**Question**

I relaxed some lead and tin chalcogenides with several functionals, with infrared detectors in mind, and compared the cells with measured ones. I can read the signs but not the causes.

1. Which functional gives the largest cell, and how much is that in bond length?
2. Why do they come in that order?
3. Why does PBE do so well for SnSe?
4. Is missing dispersion what spoils PBE elsewhere?
5. What if the crystals had been measured cold?
6. Does a volume error of 5 % matter?
7. If I replace sulfur by tellurium, does PBE really get worse?

Rocksalt type, space group Fm-3m (225); same groups of the periodic table, sites A = 4 atoms, B = 4 atoms. Each crystal is relaxed from its measured cell, keeping the symmetry. Ansatz 0.2.0, plane-wave PAW, scalar-relativistic; cutoff 420 eV; no spin polarisation; Gaussian smearing. The k mesh and smearing width listed are those of the PBE runs; some of the other runs differ.

```csv
formula,element on site A,Z A,element on site B,Z B,shortest distance (Å),k mesh,smearing width,"error of the volume, PBE (%)","error of the volume, PBEsol (%)",measured volume per atom (Å³),measured at temperature,measured entries of this phase,"error of the volume, LDA (%)","error of the volume, PBE-D3 (%)"
SnSe,Sn,50,Se,34,3.010,10×10×10,0.02 eV,2.09,-3.67,27.27,not stated,1,-6.18,-2.10
SnTe,Sn,50,Te,52,3.151,10×10×10,0.01 eV,5.39,-0.65,31.28,not stated,4,n/a,0.32
PbS,Pb,82,S,16,2.966,10×10×10,0.02 eV,3.97,-1.41,26.09,298 K,8,-4.26,0.22
PbSe,Pb,82,Se,34,3.061,10×10×10,0.01 eV,4.81,-0.89,28.67,298 K,6,-3.79,0.61
PbTe,Pb,82,Te,52,3.231,8×8×8,0.02 eV,5.20,-0.87,33.73,not stated,7,-3.65,0.48
```

**Answer**

It helps to read each error as the sum of two parts. One is a shift that belongs to the functional. The other belongs to the crystal and to the measured cell with which it is compared, and all functionals share it. Several of your questions come down to telling these two apart.

### 1. Which cell is largest?

PBE gives the largest cell in every row, followed by PBE-D3, PBEsol and LDA, though SnTe has no LDA value. PBE lies above the measured volume throughout, while PBEsol and LDA lie below it. For a cubic crystal the relative error of a bond is about a third of that of the volume. PBE's bonds are therefore too long by only 0.02 Å in SnSe and by about 0.04 to 0.06 Å in the others.

### 2. Why this order?

Start from two limits. In a perfectly uniform electron gas there are no density gradients, and PBE and PBEsol both reduce to LDA. In a crystal pulled apart into atoms, the density between them is thin and varies steeply. Gradient-dependent exchange lowers the energy of such uneven density, so it rewards expansion. It acts like an outward pressure that LDA lacks and that PBE has in a stronger form than PBEsol.

This gives the order, and one can ask whether it also gives the spacing. The exchange gradient coefficient is roughly 0.12 in PBEsol and 0.22 in PBE. If it alone set the volume, and the lattice yielded in proportion to the push, PBEsol would lie about 0.55 of the way from LDA to PBE. In the four crystals with all three values it lies only 0.30 to 0.35 of the way. The measured volume cancels from this fraction, so a poor measurement can't explain the mismatch.

The simple picture leaves out correlation, whose gradient term works against that of exchange and so pulls the crystal inward. PBEsol keeps only about 0.55 of PBE's exchange coefficient but about 0.69 of its correlation coefficient. More of the inward pull survives than of the outward push, which moves PBEsol towards LDA. The lattice itself adds to this: it softens as it expands, so the last part of a push moves it further than the first. Theory gives the direction of both effects, but the table doesn't separate them. The LDA and PBEsol runs also used atomic datasets made for PBE, which may shift the fraction somewhat.

### 3. Why does PBE do so well for SnSe?

Probably because the measured cell is unusual, not because PBE is unusually good there. Compare SnSe with PbSe. The SnSe error is lower by 2.7 points in PBE, and by 2.4 to 2.8 points in the other three functionals. A special success of PBE would show up in PBE alone.

The two-part picture can be put to work here. Call the error of functional $F$ for crystal $c$

$$e(c,F)=s(F)+o(c),$$

where $s$ is the functional's shift and $o$ the crystal's offset. Subtracting two functionals removes $o$. For the four crystals with more than one measured entry, PBEsol lies on average 5.8 points below PBE. SnSe was not used for that average. Its PBE error of 2.09 % then leads to a PBEsol error of −3.7 %, which is what the table has.

Had we instead given SnSe the average PBEsol error of the other four, we would have missed by 2.7 points. Among those four, however, the offset brings no improvement, because PBE's errors spread over 1.4 points and PBEsol's over only 0.8, so the shift itself varies from crystal to crystal. The model earns its place by exposing the odd row.

SnSe is also the only crystal with a single measured entry, at an unstated temperature. Its usual form at room conditions is orthorhombic, so a rocksalt sample is metastable and may differ in strain or composition. That is a plausible guess, but an error shared by all the calculations would leave the same mark. It would have to be peculiar to SnSe and not common to tin compounds, because the errors of SnTe and PbTe agree to about 0.2 points in each functional that both have. A second measurement would help to decide.

### 4. Is missing dispersion the cause?

It may be part of the cause, but good agreement doesn't prove it. The D3 correction adds an attraction between atoms and shrinks the PBE cells by 3.6 to 4.8 %. Without SnSe, the average error falls from 4.8 % to 0.4 %. Taken alone, this looks like a diagnosis, although in the lead salts the PBE and PBE-D3 runs record different atomic datasets, which may account for some of the shrinkage.

PBEsol is the control. It has no added dispersion, yet its average error for the same four crystals is only −1.0 %. A weaker outward push and an added inward pull lead to nearly the same volume, so the volume can't tell you which one was needed. Dispersion between large, polarisable atoms is real, but its share of PBE's error stays undetermined here. The D3 runs of SnSe, SnTe and PbS also carry a warning that the relaxed cell lies near a switching point of the dispersion term; the effect on their volumes is untested.

### 5. What if the crystals had been measured cold?

The calculations describe a crystal at zero temperature, whereas most of the measurements were made near room temperature. A cold crystal is smaller, so against a cold reference every error moves upwards. If the crystal expands by $t$ per cent on warming, each error rises by about $t$ points. This is a change of $o$, the same for all functionals, yet it can change which of them looks best.

Again take the limits. With no expansion, PBE-D3 is closer to experiment than PBEsol in all five rows. With a large expansion PBEsol wins, because its cells are the smaller ones. The two are equally far off when

$$t=-\tfrac12\,\bigl[e(\text{PBEsol})+e(\text{PBE-D3})\bigr].$$

For PbSe this is $(0.89-0.61)/2=0.14$ %. PbS needs the most among the four crystals with repeated measurements, about 0.6 %.

Lead chalcogenides expand by roughly 1 to 1.5 % in volume up to room temperature, a recalled size that the table doesn't contain. Taking 1.2 %, the average error of the three lead salts becomes about 0.1 % in PBEsol and 1.6 % in PBE-D3. For these salts, the apparent lead of PBE-D3 thus comes from comparing a cold calculation with a warm crystal. Zero-point motion, which the calculations also leave out, is expected to push the errors the same way, though less strongly. I would leave SnSe out of this ranking until its reference is confirmed. The rows are also a selection from which some poor matches to experiment were left out, so the averages may flatter the functionals. And because the relaxations keep the rocksalt symmetry, they can't show whether a crystal would distort in the cold, as SnTe can.

### 6. Does a volume error of 5 % matter?

For the energy it matters little. Take SnTe in PBE, held at its measured cell. The calculation gives a pressure of 2.28 GPa there, which falls to nearly zero as the cell expands. If the fall is linear, the energy gained is the area of a triangle, $\tfrac12 P\,\Delta V$.

A formula unit has two atoms, so $\Delta V=2\times31.28\times0.0539=3.37$ Å³. The pressure is $2.28/160.2=0.0142$ eV/Å³, and half the product is about 24 meV. The calculated energies differ by 22 meV, so the straight line is a fair approximation. This is slightly less than $k_\mathrm{B}T$ at room temperature: a small fault in the energy is enough to move the volume visibly.

For a detector the gap is the more sensitive quantity. D3 depends only on where the atoms are, so it changes the bands through the cell and not through a new potential for the electrons. Between the PBE and PBE-D3 cells, the gap of PbS falls from 0.49 to 0.36 eV and that of PbSe from 0.43 to 0.31 eV. In PbTe it narrows by about a tenth. In all three lead salts part of the change may come from the atomic datasets, which are recorded differently for the two runs. For PbSe and PbTe the PBE-D3 run also used a coarser k mesh.

In SnTe and SnSe the gap read on the k mesh widens instead, by about 0.03 eV. This fits the known inversion of the band edges in these tin compounds: the relative movement that closes a normal gap opens an inverted one. The orbital characters that would confirm it are not given. An inversion would also change what the number means. Without spin-orbit coupling, inverted edges in this structure are expected to cross close to the L points of the zone, between the points of the mesh. The true gap of such a calculation would be zero, and the value read would only be the separation at the sampled points. Spin-orbit coupling, which is strong in such heavy atoms, opens such crossings and also changes the gaps of the lead salts. It is missing here, so don't turn these gaps into a cut-off wavelength. For your purpose, compare functionals at the same cell first; otherwise you mix their effect on the bands with their effect on the volume.

### 7. Does PBE get worse from sulfur to tellurium?

Probably, but only a little. Its error rises by 1.2 points from PbS to PbTe. PBEsol's error also moves upwards, by 0.5 points, so part of the rise may belong to $o$. Measured entries of one phase may stray by up to 0.8 % from their median, and leftover pressure in the relaxed cells is worth about 0.1 %. The second decimal therefore carries no physics, and small differences between neighbouring rows carry little.

A cleaner measure is the ratio of two calculated volumes, from which the measured one drops out. PBE's cell is larger than PBEsol's by 5.5 % in PbS, 5.8 % in PbSe and 6.1 % in PbTe. A likely reason is softness: the same extra outward push moves a soft lattice further than a stiff one.

Softness alone would overdo it, though. As a rough recalled figure, PbTe is softer than PbS by about a quarter, which would enlarge the difference by about a third. It grows by only about a tenth, so the extra push would have to be weaker across the longer bonds of PbTe. The settings could also feign a trend, but LDA offers a check. For PbS and PbSe, the PBE and LDA runs all share one k mesh and one recorded family of atomic datasets, and PBE's excess over LDA still rises, from 8.6 to 8.9 %. This first step therefore doesn't come from a change of mesh or datasets. In PbTe the excess is 9.2 %. Its PBE and LDA runs record the same family of datasets, but both used a coarser mesh, 8×8×8. Much of the mesh's effect should cancel between them, though the exact size of this second step remains open until PbTe is relaxed again on the mesh of the other two.
